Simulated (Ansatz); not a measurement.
# The 4-layer graphene (ABC) between two gates, part 3 of 3

Aim: screening and gap of the neutral 4-layer graphene (ABC) between oppositely charged gates.

Ansatz 0.2.0; plane-wave DFT, PBE-D3(BJ), Ansatz PAW (the session's first sound run).

So far, gap, the smaller of path and mesh (eV): step 4 (gated layer, displacement field 1.81 V/nm) 0.169; step 5 (displacement field -1.81 V/nm) 0.169; step 6 (displacement field 3.62 V/nm) 0.170.

### 7. Gated layer, displacement field -3.62 V/nm

The input, input.yaml:

```yaml
crystal:
  lattice:
    - [2.4651663252, 0.0, 0.0]
    - [-1.2325831626, 2.1348966622, 0.0]
    - [0.0, 0.0, 50.145085946]
  atoms:
    - { symbol: C, position: [0.6666666667, 0.3333333333, 0.398852946] }
    - { symbol: C, position: [0.3333333333, 0.6666666667, 0.3988426707] }
    - { symbol: C, position: [0.0, 0.0, 0.4663729835] }
    - { symbol: C, position: [0.6666666667, 0.3333333333, 0.4663519175] }
    - { symbol: C, position: [0.3333333333, 0.6666666667, 0.5336480825] }
    - { symbol: C, position: [0.0, 0.0, 0.5336270165] }
    - { symbol: C, position: [0.6666666667, 0.3333333333, 0.6011573293] }
    - { symbol: C, position: [0.3333333333, 0.6666666667, 0.601147054] }
  periodic: [true, true, false]
  symmetry: { detect: true }
kpoints:
  mp_grid: { grid: [66, 66, 1] }
  band_path:
    path: [[0, 0, 0], [0.5, 0, 0], [0.33333333, 0.33333333, 0], [0, 0, 0]]
    npoints: 16
hamiltonian:
  xc: pbe
  dispersion: d3bj
scf:
  occupations: { method: fermi_dirac, width: 0.02585 }
  convergence: { dr2_threshold: 1.0e-10 }
output:
  forces: true
  eigenvalues: true
  dos: { projected: true, e_range: [-3, 3], de: 0.01 }
  write_potential: true
  write_density: true
  volumetric_format: npy
  elf: true
external_charges:
  - { charge: 0, barrier: 10, axis: 3, height: 33.645, sigma: 0.25 }
  - { charge: 0.010526, axis: 3, height: 35.145, sigma: 0.5 }
  - { charge: 0, barrier: 10, axis: 3, height: 16.5, sigma: 0.25 }
  - { charge: -0.010526, axis: 3, height: 15.0, sigma: 0.5 }
```

Run with:

```bash
$ ansatz run input.yaml --threads 4 --pin off --max-ram 6144MiB --backend cpu --events-out ev --progress --plain --runs-dir out
```

Numbers of over 12 decimals in the logs are rounded to 6 here.

The program printed:

```text
[...]
Crystal: 8 atoms, lattice volume = 263.907 Å³
Basis set: ecut = 420 eV, 4997 PW (Γ), exchange–correlation on 36×36×720 points (8 copies of the dense FFT grid, shifted against one another)
Bands: 24, of which v1, the nominal top of the filled ones, is band 16 counted from 1 (15 counted from 0)
Symmetry: 6 space group operations
k-points: 397 of 4356 (time reversal used)
[...]
--- Band table (eV; the first three rows and the last of 397) ---
  k-point 0: bands = [... 12 lower, -7.2260, -7.2260, -7.0062, -7.0062, -0.6572, 0.3481, 1.3077, 2.9036, ... 4 higher]
  k-point 1: bands = [... 12 lower, -7.2486, -7.2379, -7.0288, -7.0182, -0.6501, 0.3550, 1.3144, 2.9096, ... 4 higher]
  k-point 2: bands = [... 12 lower, -7.3160, -7.2736, -7.0962, -7.0538, -0.6287, 0.3756, 1.3344, 2.9276, ... 4 higher]
  k-point 396: bands = [... 12 lower, -4.8048, -4.6275, -4.5736, -4.4247, -4.1402, -3.9683, -3.9560, -3.7392, ... 4 higher]
[key lines of the parts left out:]
SCF converged after 12 iterations
Free energy (F): -2008.541664 eV
Fermi energy:    -4.255172 eV
```

It took 2 min on 4 threads of Arm Neoverse V2, shared host; peak memory 2 GiB.

The density of states has structure finer than the step of the table below, so its rows give means over 0.2 eV, whole bins alone (the curve runs from -3 to 2.08 eV). Peaks (eV: height): -2.82: 2.11, -2.56: 2.01, -1.98: 1.93, 1.27: 1.87, 1.59: 2.24, 1.86: 1.99.

Table of density of states by energy, zero at the Fermi level of the run, which the smearing sets inside the gap; means over each step:

```csv
energy (eV),density of states (states/eV a cell)
-2.8,1.82
-2.6,1.73
-2.4,1.67
-2.2,1.57
-2.0,1.51
-1.8,1.14
-1.6,0.903
-1.4,0.737
-1.2,0.601
-1.0,0.484
-0.8,0.377
-0.6,0.273
-0.4,0.186
-0.2,0.148
0.0,0.0105
0.2,0.130
0.4,0.197
0.6,0.305
0.8,0.443
1.0,0.625
1.2,1.12
1.4,1.33
1.6,1.68
1.8,1.71
```

The gap, the smaller of path and mesh, is 0.170 eV.

### 8. Gated layer, displacement field 5.43 V/nm

input.yaml, as its differences from that of step 7:

```diff
@@ -37,4 +37,4 @@
   - { charge: 0, barrier: 10, axis: 3, height: 33.645, sigma: 0.25 }
-  - { charge: 0.010526, axis: 3, height: 35.145, sigma: 0.5 }
+  - { charge: -0.015789, axis: 3, height: 35.145, sigma: 0.5 }
   - { charge: 0, barrier: 10, axis: 3, height: 16.5, sigma: 0.25 }
-  - { charge: -0.010526, axis: 3, height: 15.0, sigma: 0.5 }
+  - { charge: 0.015789, axis: 3, height: 15.0, sigma: 0.5 }
```

The program printed:

```text
[...]
Crystal: 8 atoms, lattice volume = 263.907 Å³
Basis set: ecut = 420 eV, 4997 PW (Γ), exchange–correlation on 36×36×720 points (8 copies of the dense FFT grid, shifted against one another)
Bands: 24, of which v1, the nominal top of the filled ones, is band 16 counted from 1 (15 counted from 0)
Symmetry: 6 space group operations
k-points: 397 of 4356 (time reversal used)
[...]
--- Band table (eV; the first three rows and the last of 397) ---
  k-point 0: bands = [... 12 lower, -7.2069, -7.2069, -6.9120, -6.9120, -0.9187, 0.4412, 1.3783, 2.9279, ... 4 higher]
  k-point 1: bands = [... 12 lower, -7.2295, -7.2189, -6.9346, -6.9240, -0.9116, 0.4479, 1.3850, 2.9339, ... 4 higher]
  k-point 2: bands = [... 12 lower, -7.2970, -7.2545, -7.0020, -6.9596, -0.8901, 0.4682, 1.4050, 2.9520, ... 4 higher]
  k-point 396: bands = [... 12 lower, -4.8892, -4.6829, -4.6420, -4.3814, -4.1992, -3.9551, -3.8683, -3.6619, ... 4 higher]
[key lines of the parts left out:]
SCF converged after 12 iterations
Free energy (F): -2008.520503 eV
Fermi energy:    -4.262337 eV
```

The job ended after 2.1 min (4 threads; peak memory 2 GiB; 8.3 min of CPU time).

The gap, the smaller of path and mesh, is 0.130 eV.

### 9. The series together

This step: plane-wave DFT, PBE-D3(BJ), Ansatz PAW; response to a displacement field between two gates (Ansatz 0.2.0).

The potential behind each gate is read from every run and counted from the uncharged case.

Numbers from this step:

| Item | Value |
| --- | --- |
| electrostatic distance between the gates | 9.455 Å |
| geometric distance between the gates | 20.15 Å |

Electron's potential behind the upper gate less behind the lower, less the value without field. The step of the electron's potential energy between the gates by displacement field D/eps0:

| displacement field D/eps0 (V/nm) | step of the electron's potential energy between the gates (eV) |
| --- | --- |
| -3.62 | -3.45 |
| -1.81 | -1.71 |
| 0.00 | 0 |
| 1.81 | 1.71 |
| 3.62 | 3.45 |
| 5.43 | 5.08 |

The smaller of the gaps on the path and on the k-mesh, counted as 0 under 0.03 eV. Gap against displacement field D/eps0:

| displacement field D/eps0 (V/nm) | gap (eV) |
| --- | --- |
| -3.62 | 0.170 |
| -1.81 | 0.169 |
| 0.00 | 0 |
| 1.81 | 0.169 |
| 3.62 | 0.170 |
| 5.43 | 0.13 |

By hand: 5.43 V/nm over the 20.15 Å between the sheets would give 10.94 V in vacuum; the run has 5.08 V, as over 9.36 Å.

### 10. The same run with other settings: hamiltonian.xc = "lda"

This step: plane-wave DFT, PBE-D3(BJ), Ansatz PAW, but for the change named below (Ansatz 0.2.0).

A run with a changed input: it repeats the earlier run at 1.81 V/nm with hamiltonian.xc from pbe to lda.

input.yaml, as its differences from that of step 8:

```diff
@@ -22,3 +22,3 @@
 hamiltonian:
-  xc: pbe
+  xc: lda
   dispersion: d3bj
@@ -30,3 +30,2 @@
   eigenvalues: true
-  dos: { projected: true, e_range: [-3, 3], de: 0.01 }
   write_potential: true
@@ -34,7 +33,6 @@
   volumetric_format: npy
-  elf: true
 external_charges:
   - { charge: 0, barrier: 10, axis: 3, height: 33.645, sigma: 0.25 }
-  - { charge: -0.015789, axis: 3, height: 35.145, sigma: 0.5 }
+  - { charge: -0.005263, axis: 3, height: 35.145, sigma: 0.5 }
   - { charge: 0, barrier: 10, axis: 3, height: 16.5, sigma: 0.25 }
-  - { charge: 0.015789, axis: 3, height: 15.0, sigma: 0.5 }
+  - { charge: 0.005263, axis: 3, height: 15.0, sigma: 0.5 }
```

The program printed:

```text
Warning: the engine holds no damping parameters fitted to this dispersion correction and functional, so the run takes those fitted to pbe (hamiltonian.dispersion, under Limitations)
[...]
Crystal: 8 atoms, lattice volume = 263.907 Å³
Basis set: ecut = 420 eV, 4997 PW (Γ)
Bands: 24, of which v1, the nominal top of the filled ones, is band 16 counted from 1 (15 counted from 0)
Symmetry: 6 space group operations
k-points: 397 of 4356 (time reversal used)
[...]
SCF iter   1: F=—  HF=-1949.359039 eV  |F-HF|=—  |Δ(HF+E_count)|=         —  Δρ=6.82e-2  dr2=1.07e1  ethr=3.10e-3  ⟨swp⟩=24.1  Hψ=110575  notcnv=0  defer=1
[...]
SCF iter  13: F=-1944.868248 eV  HF=-1944.868248 eV  |F-HF|=2.19e-10  |Δ(HF+E_count)|=  4.55e-11  Δρ=8.79e-8  dr2=4.68e-11  ethr=1.00e-12  ⟨swp⟩=41.6  Hψ=126493  notcnv=0
SCF 1 converged in 13 iterations: F = -1944.868248 eV  dr2 = 4.68e-11
[...]
SCF converged after 13 iterations
Free energy (F): -1944.868248 eV
[...]
Internal energy: -1944.868196 eV  (E = F + TS)
E sigma→0 (E₀):  -1944.868222 eV
Entropy (-TS):   -0.000052 eV (-0.006 meV/atom)
Fermi energy:    -4.560777 eV
[...]
--- Forces (eV/Å), atoms and charges each counted from 1 ---
  atom   1  C      0.00000000     0.00000000     0.05905348
  atom   2  C      0.00000000    -0.00000000     0.05854991
  atom   3  C      0.00000000     0.00000000    -0.00012312
  atom   4  C      0.00000000    -0.00000000     0.00183666
  atom   5  C      0.00000000     0.00000000    -0.00191237
  atom   6  C      0.00000000    -0.00000000    -0.00043167
  atom   7  C      0.00000000     0.00000000    -0.06006227
  atom   8  C      0.00000000    -0.00000000    -0.05663827
  external charge   1     0.00000000     0.00000000     0.00134779
  external charge   2     0.00000000     0.00000000    -0.00047669
  external charge   3     0.00000000     0.00000000    -0.00161349
  external charge   4     0.00000000     0.00000000     0.00047568
  max |Σ_I F_I| component, the external charges' with the atoms': 5.63e-6 eV/Å
--- Band table (eV; the first three rows and the last of 397) ---
  k-point 0: bands = [... 12 lower, -7.5462, -7.5462, -7.4480, -7.4480, -0.7913, -0.2134, 0.8448, 2.3880, ... 4 higher]
  k-point 1: bands = [... 12 lower, -7.5682, -7.5581, -7.4700, -7.4600, -0.7844, -0.2065, 0.8515, 2.3941, ... 4 higher]
  k-point 2: bands = [... 12 lower, -7.6339, -7.5938, -7.5357, -7.4956, -0.7636, -0.1858, 0.8716, 2.4123, ... 4 higher]
  k-point 396: bands = [... 12 lower, -4.9971, -4.9270, -4.8249, -4.7098, -4.4359, -4.3333, -4.2521, -4.1525, ... 4 higher]
```

Run time: 2.1 min. Hardware: 4 threads; peak memory 2 GiB.

This step gave:

```
gap along the path                                                                  : 0.1869 eV
smallest direct gap along the path                                                  : 0.1869 eV
gap, the smaller of path and mesh                                                   : 0.1693 eV
potential beyond the upper barrier and gate, less the barrier, from the Fermi level : 5.410 eV
```

Electronic bands along the path, in eV, zero at the Fermi level of the run, which the smearing sets inside the gap:

| point | band 13 | band 14 | band 15 | band 16 | band 17 | band 18 | band 19 | band 20 |
| --- | --- | --- | --- | --- | --- | --- | --- | --- |
| Γ | -2.99 | -2.99 | -2.89 | -2.89 | 3.77 | 4.35 | 5.41 | 6.95 |
| halfway | -5.14 | -5.07 | -5.00 | -4.90 | 5.64 | 6.20 | 6.84 | 7.04 |
| M | -2.71 | -2.52 | -2.30 | -2.07 | 1.30 | 1.57 | 1.81 | 1.96 |
| halfway | -2.11 | -1.93 | -1.71 | -1.48 | 1.22 | 1.40 | 1.53 | 1.64 |
| K | -0.44 | -0.37 | -0.26 | -0.15 | 0.12 | 0.23 | 0.31 | 0.41 |
| halfway | -6.07 | -5.64 | -5.09 | -4.59 | 6.09 | 6.24 | 6.28 | 6.40 |
| Γ | -2.99 | -2.99 | -2.89 | -2.89 | 3.77 | 4.35 | 5.41 | 6.95 |

Force by atom:

```
atom  x (eV/Å)  y (eV/Å)  z (eV/Å)    size
  C1    0.0000    0.0000    0.0591  0.0591
  C2    0.0000    0.0000    0.0585  0.0585
  C3    0.0000    0.0000   -0.0001  0.0001
  C4    0.0000    0.0000    0.0018  0.0018
  C5    0.0000    0.0000   -0.0019  0.0019
  C6    0.0000    0.0000   -0.0004  0.0004
  C7    0.0000    0.0000   -0.0601  0.0601
  C8    0.0000    0.0000   -0.0566  0.0566
```

| quantity | this run | earlier run | difference |
| --- | --- | --- | --- |
| gap along the path (eV) | 0.1869 | 0.1866 | 2.4e-4 |
| smallest direct gap along the path (eV) | 0.1869 | 0.1866 | 2.4e-4 |
| potential beyond the upper barrier and gate, less the barrier, from the Fermi level (eV) | 5.410 | 5.114 | 0.30 |

What moves beyond 0.01 in its unit (for the dipole 0.5 % and 5e-5 e·Å): potential beyond the upper barrier and gate, less the barrier, from the Fermi level (+0.295 eV).

### 11. Varying the input

An input spoilt on purpose, to show how the run answers: it repeats the earlier run at 1.81 V/nm with magnetization.spin_polarized to [1, 2], and scf.max_iter set to 100.

input.yaml, as its differences from that of step 10:

```diff
@@ -22,3 +22,3 @@
 hamiltonian:
-  xc: lda
+  xc: pbe
   dispersion: d3bj
@@ -27,2 +27,3 @@
   convergence: { dr2_threshold: 1.0e-10 }
+  max_iter: 100
 output:
@@ -38 +39,3 @@
   - { charge: 0.005263, axis: 3, height: 15.0, sigma: 0.5 }
+magnetization:
+  spin_polarized: [1, 2]
```

The program printed:

```text
Error: YAML parse error: error: line 41 column 19: expected string scalar
  --> <input>:41:19
   |
39 |   - { charge: 0.005263, axis: 3, height: 15.0, sigma: 0.5 }
40 | magnetization:
41 |   spin_polarized: [1, 2]
   |                   ^ expected string scalar
```

It took 0.01 s on 4 threads; peak memory 0.06 GiB.

The input was rejected at the start.

The program's message: “Error: YAML parse error: error: line 41 column 19: expected string scalar”

The fault put into the input: a value of the wrong type.

### 12. Outcome

```yaml
gap_with_uncharged_gates: none
electrostatic_distance_between_the_gates: 9.45 Å
geometric_distance_between_the_gates: 20.1 Å
gap_at_5p43_v_nm: 0.130 eV
```

In words: The field opens a gap, 0.13 eV at 5.4 V/nm. The layers screen the field: the voltage is that of a vacuum gap 10.7 Å narrower than the real distance. The gates are charged sheets behind model barriers, not atoms. Gaps are the smaller of those on the path and on the mesh; band edges between these points would make them smaller still.

[Logs are printed without paths, hosts, clocks, repeated set-up lines and the standing remarks that a program may print on its own settings, such as how far it seeks lower states.]

[Hosts, paths, dates, database ids (printed as entryN), source tags and the programs' standing remarks are cut or masked in the printed files.]

[Maps of the electrostatic potential energy from Ansatz leave out the sawtooth potential of an applied field or a dipole correction, so their vacuum need not be flat; planar profiles and work functions include it.]
